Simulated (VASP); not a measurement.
Here is a VASP 6.6.1 calculation.

Contents of INCAR:

```
  ALGO = Normal
  EDIFF = 1E-6
  ENCUT = 520
  GGA = PE
  ISIF = 2
  ISMEAR = -1
  LASPH = True
  LCHARG = True
  LELF = True
  LREAL = False
  LVHAR = True
  LWAVE = False
  NBANDS = 12
  NELM = 100
  PREC = Accurate
  SIGMA = 0.05
```

The input KPOINTS:

```
k-points
0
Gamma
  10 10 10
```

POSCAR

```
Hg
1.0
   -1.8767364354      1.8767364354      1.9168448550
    1.8767364354     -1.8767364354      1.9168448550
    1.8767364354      1.8767364354     -1.9168448550
Hg
1
Direct
    0.5000000000      0.5000000000      0.0000000000
```

Potentials or basis: VASP PAW PBE potentials, release 64 (Hg).

Command:

```bash
$ cat potpaw_PBE.64/Hg/POTCAR > POTCAR
$ mpirun -np 1 vasp_std > vasp.out
```

**Question.** What does it give for the pressure?

**Answer.** 1.6 GPa.

**Question.** What does it give for the band gap on the k mesh?

**Answer.** None (metal or under the smearing width).

Stress tensor (GPa, compression positive):
```
1.49 0.00 0.00
0.00 1.49 0.00
0.00 0.00 1.69
```

Spin-orbit coupling is left out, which matters for the levels of Hg.
